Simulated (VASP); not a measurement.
# SnO2 (Pmmm) in VASP: a run that goes wrong, beside a sound one

A flawed run on SnO2 and a sound one for comparison.

Everything below comes from runs of VASP 6.6.1. Logs are shortened: lines on timing, memory, paths and dates and some standing lists are left out, and cuts for length are marked.

### 1 Starting point

It takes space group Pmmm (No. 47, orthorhombic). Conventional cell: a = 3.023 Å, b = 4.965 Å, c = 5.977 Å, α = 90.00°, β = 90.00°, γ = 90.00°. Around Sn (site symmetry mmm) lie 4 O at 2.02 Å. Around O (site symmetry mm2) lie 2 Sn at 2.02 Å.

The cell was built by a generator and needn't be a form met in nature.

### 2 A run with an altered input

INCAR

```
SYSTEM = SnO2
PREC = Accurate ; ENCUT = 600
EDIFF = 1E-6 ; ISMEAR = -1
SIGMA = 0.05 ; LREAL = .False.
LASPH = .True. ; NELM = 85
ALGO = Normal ; ISIF = 3
LWAVE = .False. ; LCHARG = .False.
GGA = PE ; IBRION = 3
NSW = 30 ; EDIFFG = -0.01
PSTRESS = 0 ; POTIM = 3.0
```

KPOINTS

```
Automatic mesh
0
Gamma
  9 6 5
  0 0 0
```

POSCAR

```
SnO2
1.0
    3.0232700000      0.0000000000      0.0000000000
    0.0000000000      4.9646800000      0.0000000000
    0.0000000000      0.0000000000      5.9769600000
Sn O
1 2
Direct
    0.5000000000      0.5000000000      0.0000000000
    0.0000000000      0.5000000000      0.7757200000
    0.0000000000      0.5000000000      0.2242800000
```

Potentials or basis: VASP PAW PBE potentials, release 64 (Sn_d, O).

Command:

```sh
cat potpaw_PBE.64/Sn_d/POTCAR potpaw_PBE.64/O/POTCAR > POTCAR
mpirun -np 1 vasp_std > vasp.out
```

OUTCAR:

```text
SYSTEM = SnO2
   PREC = Accurate
   ENCUT = 600
   EDIFF = 1E-6
   ISMEAR = -1
   LREAL = .False.
   LASPH = .True.
   NELM = 85
   ISIF = 3
   GGA = PE
   IBRION = 3
   NSW = 30
   EDIFFG = -0.01
   PSTRESS = 0
   POTIM = 3.0

 ion  position               nearest neighbor table
   1  0.500  0.500  0.000-   2 2.02   3 2.02   2 2.02   3 2.02
   2  0.000  0.500  0.776-   1 2.02   1 2.02
[... 1287 lines left out ...]
  energy without entropy =    -6698.33312696  energy(sigma->0) =    -6698.33415653

 E-fermi : ********     XC(G=0):  -0.2439

 val. band max:    -1108.2887770598   @ k =   0.2222   0.1667   0.0000
 cond. band min:   -1107.8959027958   @ k =   0.2222   0.3333   0.4000
 fundamental gap:      0.3928742641
 Fermi energy:     -1107.9224898830
[... 468 lines left out ...]
      6   -1155.8994      2.00000
[... 9 lines left out ...]
     16    -870.2082      0.00000
     17    -858.3261      0.00000

 [... further k-points ...]

------------------------ aborting loop EDIFF was not reached (unconverged)  ----------------------------

  FORCE on cell =-STRESS in cart. coord.  units (eV):
  Direction    XX          YY          ZZ          XY          YZ          ZX
  --------------------------------------------------------------------------------------
  -------------------------------------------------------------------------------------
  Total     8918.3073835   8791.2362206  -9767.9371938      0.0000000      0.0000000      0.0000000
  in kB        3.8005549      3.7464033     -4.1626264      0.0000000      0.0000000      0.0000000
  external PRESSURE =       1.1281106 kB  Pullay stress =       0.0000000 kB
[... 18 lines left out ...]
  FREE ENERGIE OF THE ION-ELECTRON SYSTEM (eV)
  ---------------------------------------------------
  free  energy   TOTEN  =     -6698.3351860889 eV

  energy  without entropy=    -6698.3331269629  energy(sigma->0) =    -6698.33415653
```

On the terminal:

```text
POSCAR found type information on POSCAR SnO
[... 213 lines left out ...]
|     The electronic self-consistency was not achieved in th
```

It took 5.1 min on 1 thread of Intel Xeon 6975P-C (Granite Rapids), shared host.

The run was cut off at its time limit. The input was made wrong on purpose: ionic step far too long (POTIM = 3; IBRION = 3).

### 3 Relaxation of cell and atoms, PBE

INCAR

```
PREC = Accurate
ENCUT = 600
EDIFF = 1E-6
ISMEAR = -1
SIGMA = 0.05
LREAL = False
LASPH = True
NELM = 80
ALGO = Normal
ISIF = 3
LWAVE = False
LCHARG = False
GGA = PE
IBRION = 2
NSW = 60
EDIFFG = -0.01
PSTRESS = 0
```

KPOINTS

```
regular mesh
0
Gamma
  9 6 5
```

POSCAR is that of step 2.

Potentials or basis: VASP PAW PBE potentials, release 64 (Sn_d, O).

Command:

```sh
cat potpaw_PBE.64/Sn_d/POTCAR potpaw_PBE.64/O/POTCAR > POTCAR
mpirun -np 1 vasp_std > vasp.out
```

Run time: 11 min. Hardware: 1 thread of Intel Xeon 6975P-C (Granite Rapids), shared host; peak memory 0.28 GiB.

The run converged. Its results:

- Free energy: -16.1764 eV
- Relaxed volume: 37.49 Å³/atom
- Relaxed cell: a = 3.032 Å, b = 5.725 Å, c = 6.480 Å, α = 90.00°, β = 90.00°, γ = 90.00°
- Space group after relaxing (to 0.05 Å): Pmmm (No. 47)
- Energy gained by relaxing: 9.1 meV/atom
- Ionic steps: 45
- Pressure after relaxing: 0.0 GPa
- Largest force after relaxing: 0.006 eV/Å
- Band gap on the k mesh: 1.65 eV, indirect (least direct gap 2.10 eV)

Forces in eV/Å, atoms in the order of the input:
```
Sn   0.000  0.000  0.000
O    0.000  0.000  0.006
O    0.000  0.000 -0.006
```

Step by step:
| step | energy change (eV) | largest force (eV/Å) | pressure (GPa) | volume (Å³) |
| --- | --- | --- | --- | --- |
| 1 | 0.0000 | 0.0912 | 0.70 | 89.71 |
| 3 | -0.0016 | 0.0550 | 0.12 | 90.33 |
| 5 | -0.0050 | 0.0149 | 0.09 | 92.01 |
| 7 | -0.0127 | 0.1748 | 0.03 | 99.74 |
| 9 | -0.0141 | 0.1652 | 0.03 | 100.36 |
| 11 | -0.0196 | 0.1225 | 0.03 | 103.14 |
| 13 | -0.0239 | 0.0301 | -0.06 | 114.52 |
| 15 | -0.0265 | 0.0263 | 0.00 | 110.40 |
| 17 | -0.0266 | 0.0246 | -0.02 | 109.23 |
| 19 | -0.0267 | 0.0081 | -0.01 | 109.60 |
| 21 | -0.0267 | 0.0040 | -0.01 | 109.70 |
| 23 | -0.0267 | 0.0038 | 0.01 | 109.68 |
| 25 | -0.0267 | 0.0006 | 0.04 | 109.74 |
| 27 | -0.0267 | 0.0311 | -0.01 | 110.06 |
| 29 | -0.0268 | 0.0300 | -0.02 | 110.32 |
| 31 | -0.0270 | 0.0241 | -0.07 | 111.47 |
| 33 | -0.0270 | 0.0018 | 0.01 | 111.49 |
| 35 | -0.0272 | 0.0117 | 0.02 | 111.74 |
| 37 | -0.0273 | 0.0149 | 0.02 | 112.18 |
| 39 | -0.0273 | 0.0090 | -0.03 | 112.35 |
| 41 | -0.0274 | 0.0160 | -0.03 | 112.45 |
| 43 | -0.0274 | 0.0201 | -0.03 | 112.52 |
| 45 | -0.0274 | 0.0065 | -0.01 | 112.48 |

Final structure:
```
Sn O
1.0
     3.03201    0.00000    0.00000
     0.00000    5.72497    0.00000
     0.00000    0.00000    6.47991
Sn O
1 2
Cartesian
  1.5160 2.8625 0.0000
  0.0000 2.8625 5.1358
  0.0000 2.8625 1.3441
```

Levels at points of the mesh, in eV from the valence-band top:
```
           k point  band 10  band 11  band 12  band 13  band 14  band 15  band 16  band 17
(0.00, 0.00, 0.00)    -2.14    -0.88    -0.79    -0.45     1.65     4.42     6.28     6.45
(0.00, 0.50, 0.00)    -2.14    -0.91    -0.79    -0.45     2.05     3.55     7.08     7.20
```

Caveat: the volume moved by over 15 % at a fixed basis, so the end points are rough; spin-orbit coupling is left out, which moves the levels of the heavy elements; an odd mesh through Γ misses points on the zone boundary, where band edges often lie.
